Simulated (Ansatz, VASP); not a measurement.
**One calculation of Rb, two programs**

```
Rb
1.0
     0.00000    3.57578    3.57578
     3.57578    0.00000    3.57578
     3.57578    3.57578    0.00000
Rb
1
Direct
  0.00000 0.00000 0.00000
```

Alike in both runs: task single point; functional PBE; k mesh 11 × 11 × 11; occupations fermi-dirac, width 0.03 eV; no spin polarisation.

```csv
,VASP,Ansatz
version,VASP 6.6.1,Ansatz 0.2.0
potentials or method,"VASP PAW PBE potentials, release 64 (Rb_sv), cutoff 520 eV","all-electron LAPW, scalar-relativistic"
```

|  | VASP | Ansatz | Ansatz less VASP |
| --- | --- | --- | --- |
| pressure (GPa) | 0.0 | 0.0 | 0.00 |

Ansatz ran all-electron here, so the differences hold the error of VASP's frozen core and of both bases.
